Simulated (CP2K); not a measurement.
Crystal: Te.

```
CELL_PARAMETERS angstrom
4.45400 0.00000 0.00000
-2.22700 3.85728 0.00000
0.00000 0.00000 5.92400
ATOMIC_POSITIONS crystal
Te 0.73100 0.73100 0.00000
Te 0.00000 0.26900 0.66667
Te 0.26900 0.00000 0.33333
```

Base run:

```yaml
Program: CP2K 2026.2
Functional: AM05
Potentials_or_basis: POTENTIAL_UZH Te GTH-PBE-q6; TZVP-MOLOPT-PBE-GTH basis
Density_cutoff: 9184 eV
k_mesh: 7 × 7 × 5
Occupations: fermi-dirac, width 0.05 eV
Spin: no spin polarisation
```

Its results: pressure 1.0 GPa; largest force 0.399 eV/Å.

Task: The run is repeated on the same cell with these changes: functional from AM05 to revPBE. What comes out?

Result: Pressure 2.8 GPa; largest force 0.303 eV/Å.

revPBE binds less tightly than AM05, so the same cell stands under more pressure.

Caveats: the potentials were made for another functional, which shifts forces and pressure; the basis of atomic orbitals isn't converged, which shifts pressures, moduli and gaps.
